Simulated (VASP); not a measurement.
## Ca under changes of volume

One of the cells (44.504 Å³/atom); the others are scaled copies at fixed shape and fractional positions:

```
Ca
1.0
     0.00000    2.81271    2.81271
     2.81271    0.00000    2.81271
     2.81271    2.81271    0.00000
Ca
1
Direct
  0.00000 0.00000 0.00000
```

```yaml
Program: VASP 6.6.1
Functional: PBE
Potentials_or_basis: VASP PAW PBE potentials, release 64 (Ca_sv)
Cutoff: 520 eV
k_mesh: 8 × 8 × 8
Occupations: fermi-dirac, width 0.05 eV
Spin: no spin polarisation
```

```tsv
volume (Å³/atom)	energy over the lowest point (meV/atom)	pressure (GPa)
41.014	1.76	0.5
41.886	0.00	0.1
42.759	?	?
44.504	6.07	-0.8
45.377	11.35	-1.1
46.250	18.04	-1.4
```

What does the run at 42.759 Å³/atom give?

Energy over the lowest point 0.24 meV/atom; pressure -0.2 GPa.

Worked out: A Birch-Murnaghan fit of order 3 (a polynomial in V^(-2/3)) to the other rows has its minimum at 42.21 Å³/atom with B0 = V·E''(V) = 17.2 GPa and B' = 3.3. It gives 0.24 meV/atom at 42.759 Å³/atom, against the run's 0.24, and -dE/dV = -0.2 GPa, against -0.2.

Energies are extrapolated to zero smearing.
